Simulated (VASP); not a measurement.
CdSe (Cadmoselite):

```
Cd Se
1.0
     4.30969    0.00000    0.00000
    -2.15484    3.73230    0.00000
     0.00000    0.00000    7.03519
Cd Se
2 2
Direct
  0.33333 0.66667 0.00467
  0.66667 0.33333 0.50467
  0.33333 0.66667 0.38033
  0.66667 0.33333 0.88033
```

Base run:

| Property | Result |
| --- | --- |
| Program | VASP 6.6.1 |
| Functional | PBE-EpsX |
| Potentials or basis | VASP PAW PBE potentials, release 64 (Cd, Se) |
| Cutoff | 520 eV |
| k mesh | 6 × 6 × 3 |
| Occupations | gaussian, width 0.03 eV |
| Spin | no spin polarisation |

Its results: band gap on the k mesh 1.28 eV, direct; pressure 2.2 GPa.

The run is repeated on the same cell with these changes: functional from PBE-EpsX to HSE06. What comes out?

Band gap on the k mesh 1.61 eV, direct; pressure 1.5 GPa.

Caveats: the PAW data sets were made with another functional, which shifts forces and pressure a little.
